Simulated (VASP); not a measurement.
Wanted: the native input for a VASP 6.6.1 run.

```yaml
Task: single point
Functional: PBE
Potentials_or_basis: VASP PAW PBE potentials, release 64 (I_GW, K_sv_GW)
Cutoff: 450 eV
k_mesh: 4 × 4 × 4
Occupations: gaussian, width 0.02 eV
Spin: no spin polarisation
Further_INCAR_settings: ALGO = Normal; EDIFF = 1e-06; NBANDS = 15
```

The structure of KI lies in POSCAR:

```
KI
1.0
    0.0000000000      3.5327750000      3.5327750000
    3.5327750000      0.0000000000      3.5327750000
    3.5327750000      3.5327750000      0.0000000000
I K
1 1
Direct
    0.5000000000      0.5000000000      0.5000000000
    0.0000000000      0.0000000000      0.0000000000
```

One way to write it, as run:

INCAR

```
ALGO = Normal ; EDIFF = 1E-6
ENCUT = 450 ; GGA = PE
ISIF = 2 ; ISMEAR = 0
LASPH = True ; LCHARG = False
LREAL = False ; LWAVE = False
NBANDS = 15 ; NELM = 80
PREC = Accurate ; SIGMA = 0.02
```

KPOINTS

```
k-points
0
Gamma
  4 4 4
```

Potentials or basis: VASP PAW PBE potentials, release 64 (I_GW, K_sv_GW).

Command:

```bash
$ cat potpaw_PBE.64/I_GW/POTCAR potpaw_PBE.64/K_sv_GW/POTCAR > POTCAR
$ mpirun -np 1 vasp_std > vasp.out
```

Results of the run:

```json
{
  "Pressure": "0.5 GPa",
  "Band gap on the k mesh": "3.96 eV, direct"
}
```

Caveat: spin-orbit coupling is left out, which moves the levels of the heavy elements.

It took 16 s on 1 thread of Intel(R) Xeon(R) Platinum 8259CL CPU @ 2.50GHz (Skylake/Cascade Lake), with other jobs on the host, peak memory 0.2 GiB.
